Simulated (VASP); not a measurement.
Ga, 4 atoms in the cell. Symmetry: Cmce, No. 64, orthorhombic system. The conventional cell has a = 4.436 Å, b = 7.484 Å, c = 4.425 Å, α = 90.00°, β = 90.00°, γ = 90.00°. Around Ga (site symmetry m) lie 7 Ga at 2.45 to 2.74 Å. 

| Quantity | Value |
| --- | --- |
| Program | VASP 6.6.1 |
| Task | single point |
| Functional | LDA |
| Potentials or basis | VASP PAW LDA potentials, release 64 (Ga_d) |
| Cutoff | 520 eV |
| k mesh | 8 × 8 × 7 |
| Occupations | methfessel-paxton, width 0.01 eV |
| Spin | no spin polarisation |
| Dipole correction | no |
| Further INCAR settings | ALGO = Fast; EDIFF = 1e-07; NBANDS = 34 |

Potentials or basis: VASP PAW LDA potentials, release 64 (Ga_d).

The run is started by

```console
$ cat potpaw_LDA.64/Ga_d/POTCAR > POTCAR
$ mpirun -np 1 vasp_std > vasp.out
```

Hardware: 1 thread of AMD EPYC 9R45 (Zen 5), on a shared host.

Task: Estimate the wall time of this run.

Result: Run time: 2.1 min on 1 thread of AMD EPYC 9R45 (Zen 5), on a shared host, peak memory 0.22 GiB. Counts: scf iterations 16, k points 84.
